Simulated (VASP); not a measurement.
Wanted: the native input for a VASP 6.6.1 run.

* Task: single point
* Functional: PBE
* Potentials or basis: VASP PAW PBE potentials, release 64 (Mg, O)
* Cutoff: 520 eV
* k mesh: 6 × 6 × 6
* Occupations: gaussian, width 0.1 eV
* Spin: no spin polarisation
* Dipole correction: no
* Further INCAR settings: ALGO = Fast; EDIFF = 1e-07; NBANDS = 11

The structure of MgO lies in POSCAR:

```
MgO
1.0
    0.0000000000      2.2992253555      2.2992253555
    2.2992253555      0.0000000000      2.2992253555
    2.2992253555      2.2992253555      0.0000000000
Mg O
1 1
Direct
    0.0000000000      0.0000000000      0.0000000000
    0.5000000000      0.5000000000      0.5000000000
```

The cell isn't the ideal one: Cd replaced by Mg, lengths x 0.991, strained and moved within the space group.

The input as run:

INCAR

```
SYSTEM = MgO
PREC = Accurate
ENCUT = 520
EDIFF = 1E-7
ISMEAR = 0
SIGMA = 0.1
LREAL = .FALSE.
LASPH = .TRUE.
NELM = 80
ALGO = Fast
ISIF = 2
LWAVE = .FALSE.
LCHARG = .TRUE.
GGA = PE
LELF = .TRUE.
LVHAR = .TRUE.
NBANDS = 11
```

KPOINTS

```
Automatic mesh
0
G
  6 6 6
  0 0 0
```

Potentials or basis: VASP PAW PBE potentials, release 64 (Mg, O).

Launch:

```bash
$ cat potpaw_PBE.64/Mg/POTCAR potpaw_PBE.64/O/POTCAR > POTCAR
$ mpirun -np 1 vasp_std > vasp.out
```

It gave:

* Pressure: -22.2 GPa
* Band gap on the k mesh: 2.56 eV, direct

Caveat: so large a pressure means that the cell lies far from this level's equilibrium, or that cutoff or potentials fall short.

It took 18 s on 1 thread of AMD EPYC 7571 (shared host), peak memory 0.1 GiB.
